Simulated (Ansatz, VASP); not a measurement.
## One calculation of Bi, two programs

```
Bi
1.0
    -1.82732    1.82732    1.82732
     1.82732   -1.82732    1.82732
     1.82732    1.82732   -1.82732
Bi
1
Cartesian
  0.0000 0.0000 0.0000
```

Alike in both runs: task single point; functional PBEsol; k mesh 16 × 16 × 16; occupations fermi-dirac, width 0.1 eV; no spin polarisation.

|  | VASP | Ansatz |
| --- | --- | --- |
| version | VASP 6.6.1 | Ansatz 0.2.0 |
| potentials or method | VASP PAW PBE potentials, release 64 (Bi_d) | scalar-relativistic, plane waves, PAW |
| plane-wave cutoff (eV) | 520 | 420 |
| valence electrons in the cell | 15 | 15 |

```tsv
	VASP	Ansatz	Ansatz less VASP
gap on the k mesh at the Fermi level (eV)	none	none	-
pressure (GPa)	20.1	20.2	+0.07
```

A gap of «none» marks a metal or a gap that the smearing closes.

Caveats: so large a pressure means that the cell lies far from this level's equilibrium, or that cutoff or potentials fall short (VASP); the potentials were made for another functional, which shifts forces and pressure (VASP); spin-orbit coupling is left out, which moves the levels of the heavy elements.
